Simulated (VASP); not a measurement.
# Ta (Im-3m) in VASP: notebook

Runs on Ta. Level: PBE. Tasks: relaxation of cell and atoms, vibrations by finite differences.

Everything below comes from runs of VASP 6.6.1. Logs are shortened: lines on timing, memory, paths and dates and some standing lists are left out, and cuts for length are marked.

## 1. The crystal as given

Symmetry: Im-3m, No. 229, cubic system. The conventional cell has a = 3.303 Å, b = 3.303 Å, c = 3.303 Å, α = 90.00°, β = 90.00°, γ = 90.00°. Ta (site symmetry m-3m) has 8 Ta at 2.86 Å as nearest neighbours.

## 2. Relaxation of cell and atoms, PBE

File INCAR:

```
  PREC = Accurate
  ENCUT = 520
  EDIFF = 1E-7
  ISMEAR = 0
  SIGMA = 1.0
  LREAL = F
  LASPH = T
  NELM = 100
  ALGO = Normal
  ISIF = 3
  LWAVE = F
  LCHARG = F
  GGA = PE
  IBRION = 2
  NSW = 80
  EDIFFG = -0.002
```

File KPOINTS:

```
regular mesh
0
Gamma
  18 18 18
```

File POSCAR:

```
Ta
1.0
   -1.6512800000      1.6512800000      1.6512800000
    1.6512800000     -1.6512800000      1.6512800000
    1.6512800000      1.6512800000     -1.6512800000
Ta
1
Direct
    0.0000000000      0.0000000000      0.0000000000
```

Potentials or basis: VASP PAW PBE potentials, release 64 (Ta_pv).

Run with:

```sh
$ cat potpaw_PBE.64/Ta_pv/POTCAR > POTCAR
$ mpirun -np 1 vasp_std > vasp.out
```

OUTCAR:

```text
PREC = Accurate
   ENCUT = 520
   EDIFF = 1E-7
   ISMEAR = 0
   LREAL = F
   LASPH = T
   NELM = 100
   ISIF = 3
   GGA = PE
   IBRION = 2
   NSW = 80
   EDIFFG = -0.002

 ion  position               nearest neighbor table
   1  0.000  0.000  0.000-

  LATTYP: Found a body centered cubic cell.
 ALAT       =     3.3025600000

  Lattice vectors:

 A1 = (  -1.6512800000,   1.6512800000,   1.6512800000)
 A2 = (   1.6512800000,  -1.6512800000,   1.6512800000)
 A3 = (   1.6512800000,   1.6512800000,  -1.6512800000)

Analysis of symmetry for initial positions (statically):
=====================================================================
 Subroutine PRICEL returns:
 Original cell was already a primitive cell.

 Routine SETGRP: Setting up the symmetry group for a
 body centered cubic supercell.

 Subroutine GETGRP returns: Found 48 space group operations
 (whereof 48 operations were pure point group operations)
 out of a pool of 48 trial point group operations.

The static configuration has the point symmetry O_h .

Analysis of symmetry for dynamics (positions and initial velocities):
=====================================================================
 Subroutine PRICEL returns:
 Original cell was already a primitive cell.

 Routine SETGRP: Setting up the symmetry group for a
 body centered cubic supercell.

 Subroutine GETGRP returns: Found 48 space group operations
 (whereof 48 operations were pure point group operations)
 out of a pool of 48 trial point group operations.

The dynamic configuration has the point symmetry O_h .

 Subroutine INISYM returns: Found 48 space group operations
 (whereof 48 operations are pure point group operations),
 and found     1 'primitive' translations

----------------------------------------------------------------------------------------

                                     Primitive cell

  volume of cell :      18.0104

  direct lattice vectors                    reciprocal lattice vectors
    -1.651280000  1.651280000  1.651280000     0.000000000  0.302795407  0.302795407
     1.651280000 -1.651280000  1.651280000     0.302795407  0.000000000  0.302795407
     1.651280000  1.651280000 -1.651280000     0.302795407  0.302795407  0.000000000

  length of vectors
     2.860100858  2.860100858  2.860100858     0.428217371  0.428217371  0.428217371

[... 90 lines left out ...]
   NUPDOWN=      -1.0000    fix difference up-down
   EMIN   =  10.00;   EMAX   =-10.00  energy-range for DOS
   EFERMI =   0.00;   METHOD = LEGACY
   ISMEAR =     0;   SIGMA  =   1.00  broadening in eV -4-tet -1-fermi 0-gaus
   EFERMI_NEDOS =   21; number of points for ismear=-14 and -15
   IALGO  =     38    algorithm
   IMIX   =      4    mixing-type and parameters
     AMIX     =   0.40;   BMIX     =  1.00
     AMIX_MAG =   1.60;   BMIX_MAG =  1.00
  volume/ion in A,a.u.               =      18.01       121.54
  Fermi-wavevector in a.u.,A,eV,Ry     =   1.388988  2.624806 26.249534  1.929286
  Thomas-Fermi vector in A             =   2.513061
   LORBIT       =      0    0 simple, 1 ext, 2 COOP (PROOUT), +10 PAW based schemes
   GGA     = PE    functional components
   LHFCALC =     F    Hartree Fock is set to
   AEXX    =    0.0000 exact exchange contribution
   IVDW    =     0    specifies the selected vdW correction
   LEPSILON=     F    determine dielectric tensor
   LRPA    =     F    only Hartree local field effects (RPA)
 conjugate gradient relaxation of ions
 non-spin polarized calculation
 Gauss-broadening in eV      SIGMA  =   1.00
  energy-cutoff  :      520.00
  volume of cell :       18.01
 maximum number of plane-waves:       498
 NGX is ok and might be reduce to    24
   NGX = 11   NGY = 11   NGZ = 11

--------------------------------------- Ionic step        1  -------------------------------------------

 number of electron      11.0000002 magnetization

 Free energy of the ion-electron system (eV)
  ---------------------------------------------------
  ext. energy  EPLUGINS =         0.00000000
  ---------------------------------------------------
  free energy    TOTEN  =       -12.10392402 eV

  energy without entropy =      -11.57434427  energy(sigma->0) =      -11.83913414

------------------------ aborting loop because EDIFF is reached ----------------------------------------

  FORCE on cell =-STRESS in cart. coord.  units (eV):
  Direction    XX          YY          ZZ          XY          YZ          ZX
  --------------------------------------------------------------------------------------
  -------------------------------------------------------------------------------------
  Total        0.6481458      0.6481458      0.6481458      0.0000000      0.0000000      0.0000000
  in kB       57.6582092     57.6582092     57.6582092      0.0000000      0.0000000      0.0000000
  external PRESSURE =      57.6582092 kB  Pullay stress =       0.0000000 kB
[... 92 lines left out ...]
--------------------------------------- Ionic step        4  -------------------------------------------

 number of electron      10.9999999 magnetization

 Free energy of the ion-electron system (eV)
  ---------------------------------------------------
  ext. energy  EPLUGINS =         0.00000000
  ---------------------------------------------------
  free energy    TOTEN  =       -12.11324767 eV

  energy without entropy =      -11.56874797  energy(sigma->0) =      -11.84099782

 E-fermi :   5.4419     XC(G=0): -12.4678

 val. band max:        5.4415193184   @ k =  -0.1667   0.2222   0.0556
 cond. band min:       5.4462983990   @ k =  -0.2222   0.2778   0.1111
 fundamental gap:      0.0047790805
 Fermi energy:         5.4419365201

 k-point     1 :       0.0000    0.0000    0.0000
  band No.  band energies     occupation
      1     -27.9092      2.00000
      2     -27.9092      2.00000
      3     -27.9092      2.00000
      4      -2.5504      2.00000
      5       5.9982      0.43147
      6       5.9982      0.43147
      7       5.9982      0.43147
      8       9.1687      0.00000
      9       9.1687      0.00000
[... 265 lines left out ...]
 k-point    24 :       0.3889    0.1111    0.0000
  band No.  band energies     occupation
      1     -28.9106      2.00000
      2     -28.2845      2.00000
      3     -27.9619      2.00000
      4       1.3812      2.00000
      5       3.9152      1.96916
      6       5.8354      0.57792
      7       8.9116      0.00000
      8      10.1536      0.00000
      9      12.8875      0.00000

 [... further k-points ...]
[... 5 lines left out ...]
  --------------------------------------------------------------------------------------
  -------------------------------------------------------------------------------------
  Total       -0.0000233     -0.0000233     -0.0000233     -0.0000000      0.0000000     -0.0000000
  in kB       -0.0020167     -0.0020167     -0.0020167     -0.0000000      0.0000000     -0.0000000
  external PRESSURE =      -0.0020167 kB  Pullay stress =       0.0000000 kB
[... 16 lines left out ...]
  FREE ENERGIE OF THE ION-ELECTRON SYSTEM (eV)
  ---------------------------------------------------
  free  energy   TOTEN  =       -12.1132476741 eV

  energy  without entropy=      -11.5687479664  energy(sigma->0) =      -11.84099782

 reached required accuracy - stopping structural energy minimisation
```

CONTCAR:

```text
Ta
   1.00000000000000
    -1.6673809764037173    1.6673809764037173    1.6673809764037173
     1.6673809764037173   -1.6673809764037173    1.6673809764037173
     1.6673809764037173    1.6673809764037173   -1.6673809764037173
  Ta
     1
Direct
     0.0000000000000000    0.0000000000000000    0.0000000000000000

  0.00000000E+00  0.00000000E+00  0.00000000E+00
```

Wall time 23 s (1 thread of Intel Xeon 6975P-C (Granite Rapids), shared host); peak memory 0.18 GiB.

Results:

```
Free energy                            : -12.1132 eV
Relaxed volume                         : 18.54 Å³/atom
Relaxed cell                           : a = 2.888 Å, b = 2.888 Å, c = 2.888 Å, α = 109.47°, β = 109.47°, γ = 109.47°
Space group after relaxing (to 0.05 Å) : Im-3m (No. 229)
Energy gained by relaxing              : 9.3 meV/atom
Ionic steps                            : 4
Pressure after relaxing                : 0.0 GPa
Band gap on the k mesh                 : none (metal or under the smearing width)
```

Step by step:
```tsv
step	energy change (eV)	largest force (eV/Å)	pressure (GPa)	volume (Å³)
1	0.0000	0.0000	5.77	18.01
2	0.0325	0.0000	-10.49	19.75
3	-0.0093	0.0000	-0.11	18.55
4	-0.0093	0.0000	0.00	18.54
```

Final structure:
```
Ta
1.0
    -1.66738    1.66738    1.66738
     1.66738   -1.66738    1.66738
     1.66738    1.66738   -1.66738
Ta
1
Direct
  0.00000 0.00000 0.00000
```

Spin-orbit coupling is left out, which matters for the levels of Ta. Zero-point motion and thermal expansion aren't in these numbers.

## 3. Relaxation of cell and atoms, PBE

This run uses another cell than the first one, of 18.54 Å³/atom, 1.030 times its volume.

INCAR is that of step 2.

KPOINTS is that of step 2.

File POSCAR:

```
Ta                                      
1.0
   -1.6673809764      1.6673809764      1.6673809764
    1.6673809764     -1.6673809764      1.6673809764
    1.6673809764      1.6673809764     -1.6673809764
  Ta            
     1
Direct
     0.0000000000000000    0.0000000000000000    0.0000000000000000
```

Potentials or basis: VASP PAW PBE potentials, release 64 (Ta_pv).

Run with:

```sh
$ cat potpaw_PBE.64/Ta_pv/POTCAR > POTCAR
$ mpirun -np 1 vasp_std > vasp.out
```

OUTCAR:

```text
PREC = Accurate
   ENCUT = 520
   EDIFF = 1E-7
   ISMEAR = 0
   LREAL = F
   LASPH = T
   NELM = 100
   ISIF = 3
   GGA = PE
   IBRION = 2
   NSW = 80
   EDIFFG = -0.002

 ion  position               nearest neighbor table
   1  0.000  0.000  0.000-

  LATTYP: Found a body centered cubic cell.
 ALAT       =     3.3347619528

  Lattice vectors:

 A1 = (  -1.6673809764,   1.6673809764,   1.6673809764)
 A2 = (   1.6673809764,  -1.6673809764,   1.6673809764)
 A3 = (   1.6673809764,   1.6673809764,  -1.6673809764)
[... 462 lines left out ...]
      2     -28.2845      2.00000
      3     -27.9619      2.00000
      4       1.3812      2.00000
      5       3.9152      1.96916
      6       5.8354      0.57792
      7       8.9115      0.00000
      8      10.1536      0.00000
      9      12.8875      0.00000

 [... further k-points ...]
[... 5 lines left out ...]
  --------------------------------------------------------------------------------------
  -------------------------------------------------------------------------------------
  Total        0.0005129      0.0005129      0.0005129      0.0000000      0.0000000      0.0000000
  in kB        0.0443200      0.0443200      0.0443200      0.0000000      0.0000000      0.0000000
  external PRESSURE =       0.0443200 kB  Pullay stress =       0.0000000 kB

 VOLUME and BASIS-vectors are now :
 -----------------------------------------------------------------------------
  energy-cutoff  :      520.00
  volume of cell :       18.54
      direct lattice vectors                 reciprocal lattice vectors
    -1.667380976  1.667380976  1.667380976     0.000000000  0.299871479  0.299871479
     1.667380976 -1.667380976  1.667380976     0.299871479  0.000000000  0.299871479
     1.667380976  1.667380976 -1.667380976     0.299871479  0.299871479  0.000000000

 POSITION                                       TOTAL-FORCE (eV/Angst)
 -----------------------------------------------------------------------------------
      0.00000      0.00000      0.00000         0.000000     -0.000000      0.000000
 -----------------------------------------------------------------------------------
    total drift:                               -0.000000      0.000000      0.000000

  FREE ENERGIE OF THE ION-ELECTRON SYSTEM (eV)
  ---------------------------------------------------
  free  energy   TOTEN  =       -12.1134408601 eV

  energy  without entropy=      -11.5689418587  energy(sigma->0) =      -11.84119136

 reached required accuracy - stopping structural energy minimisation
```

OSZICAR:

```text
N       E                     dE             d eps       ncg     rms          rms(c)
DAV:   1     0.456773178858E+02    0.45677E+02   -0.66093E+03  3518   0.117E+03
DAV:   2    -0.118648833137E+02   -0.57542E+02   -0.56694E+02  4341   0.244E+02
DAV:   3    -0.125759613923E+02   -0.71108E+00   -0.68887E+00  4117   0.269E+01
DAV:   4    -0.125811332352E+02   -0.51718E-02   -0.51313E-02  3959   0.189E+00
DAV:   5    -0.125811718312E+02   -0.38596E-04   -0.38592E-04  3974   0.137E-01    0.126E+01
DAV:   6    -0.122215999038E+02    0.35957E+00   -0.41498E-01  3651   0.778E+00    0.609E+00
DAV:   7    -0.121146424017E+02    0.10696E+00   -0.33799E-01  3701   0.664E+00    0.377E-01
DAV:   8    -0.121134692339E+02    0.11732E-02   -0.39938E-03  3779   0.812E-01    0.108E-01
DAV:   9    -0.121134465641E+02    0.22670E-04   -0.14791E-04  3771   0.153E-01    0.321E-02
DAV:  10    -0.121134407396E+02    0.58245E-05   -0.47202E-06  3854   0.314E-02    0.521E-03
DAV:  11    -0.121134409139E+02   -0.17439E-06   -0.23198E-07  3772   0.688E-03    0.609E-04
DAV:  12    -0.121134408601E+02    0.53873E-07   -0.27587E-09  1850   0.633E-04
   1 F= -.12113441E+02 E0= -.11841191E+02  d E =-.121134E+02
```

CONTCAR:

```text
Ta
   1.00000000000000
    -1.6673809764000000    1.6673809764000000    1.6673809764000000
     1.6673809764000000   -1.6673809764000000    1.6673809764000000
     1.6673809764000000    1.6673809764000000   -1.6673809764000000
  Ta
     1
Direct
     0.0000000000000000    0.0000000000000000    0.0000000000000000

  0.00000000E+00  0.00000000E+00  0.00000000E+00
```

Wall time 9.1 s (1 thread of Intel Xeon 6975P-C (Granite Rapids), shared host); peak memory 0.17 GiB.

Results:

| Item | Value |
| --- | --- |
| Free energy | -12.1134 eV |
| Pressure after relaxing | 0.0 GPa |
| Band gap on the k mesh | none (metal or under the smearing width) |

Final structure:
```
Ta
1.0
    -1.66738    1.66738    1.66738
     1.66738   -1.66738    1.66738
     1.66738    1.66738   -1.66738
Ta
1
Direct
  0.00000 0.00000 0.00000
```

Caveat: the relaxation stopped at its first step, so nothing moved.

## 4. Vibrations by finite differences, PBE

This run uses another cell than the first one, of 18.54 Å³/atom, 1.030 times its volume.

File INCAR:

```
PREC = Accurate
ENCUT = 520
EDIFF = 1E-8
ISMEAR = 0
SIGMA = 1.0
LREAL = F
LASPH = T
NELM = 100
ALGO = Normal
ISIF = 3
LWAVE = F
LCHARG = F
GGA = PE
IBRION = 6
NFREE = 2
POTIM = 0.015
NSW = 1
```

KPOINTS is that of step 3.

POSCAR is that of step 3.

Run with:

```sh
$ cat potpaw_PBE.64/Ta_pv/POTCAR > POTCAR
$ mpirun -np 1 vasp_std > vasp.out
```

It took 6.8 min on 1 thread of Intel Xeon 6975P-C (Granite Rapids), shared host; peak memory 0.59 GiB.

Results (log left out):

```
Elastic constants C11, C12, C44 : 257, 153, 74 GPa
Voigt bulk modulus              : 187 GPa
```

Elastic tensor in Voigt notation (GPa, in the Cartesian axes of the cell as first typed):
```
257 153 153   0   0   0
153 257 153   0   0   0
153 153 257   0   0   0
  0   0   0  74   0   0
  0   0   0   0  74   0
  0   0   0   0   0  74
```

Clamped-ion elastic tensor (GPa):
```
257 153 153   0   0   0
153 257 153   0   0   0
153 153 257   0   0   0
  0   0   0  74   0   0
  0   0   0   0  74   0
  0   0   0   0   0  74
```
